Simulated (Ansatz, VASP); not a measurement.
One calculation of Mo, two programs

The input INCAR:

```
PREC = Accurate
ENCUT = 520
EDIFF = 1E-6
ISMEAR = 0
SIGMA = 0.15
LREAL = F
LASPH = T
NELM = 100
ALGO = Fast
ISIF = 2
LWAVE = F
LCHARG = F
GGA = PS
NBANDS = 13
```

Contents of KPOINTS:

```
Automatic mesh
0
Gamma
  24 24 24
```

File POSCAR:

```
Mo
1.0
    2.6052186534      0.0000000000      0.0000000000
   -1.3026093267      2.2561855362      0.0000000000
    0.0000000000      0.0000000000      2.6166746292
Mo
1
Direct
    0.0000000000      0.0000000000      0.5000000000
```

Input for Ansatz:

```yaml
crystal:
  lattice:
    - [2.6052186534, 0.0, 0.0]
    - [-1.3026093267, 2.2561855362, 0.0]
    - [0.0, 0.0, 2.6166746292]
  atoms:
    - { symbol: Mo, position: [0.0, 0.0, 0.5] }
basis:
  ecutwfc: 420
kpoints:
  mp_grid: { grid: [24, 24, 24] }
hamiltonian:
  xc: pbesol
scf:
  occupations: { method: gaussian, width: 0.15 }
output:
  forces: true
  stress: true
  eigenvalues: true
```

Change from the starting cell: strain -0.050 along x and y, +0.050 along z, atoms carried along.

Alike in both runs: task single point; functional PBEsol; k mesh 24 × 24 × 24; occupations gaussian, width 0.15 eV; no spin polarisation.

|  | VASP | Ansatz |
| --- | --- | --- |
| version | VASP 6.6.1 | Ansatz 0.2.0 |
| potentials or method | VASP PAW PBE potentials, release 64 (Mo_sv) | scalar-relativistic, plane waves, PAW |
| plane-wave cutoff (eV) | 520 | 420 |
| valence electrons in the cell | 14 | 14 |

|  | VASP | Ansatz | Ansatz less VASP |
| --- | --- | --- | --- |
| gap on the k mesh at the Fermi level (eV) | none | none | - |
| pressure (GPa) | 17.5 | 16.8 | -0.69 |
| largest component of the traceless stress (GPa) | 23.73 | 23.61 | -0.113 |

A gap of «none» marks a metal or a gap that the smearing closes.

Caveats: so large a pressure means that the cell lies far from this level's equilibrium, or that cutoff or potentials fall short (VASP); the potentials were made for another functional, which shifts forces and pressure (VASP).
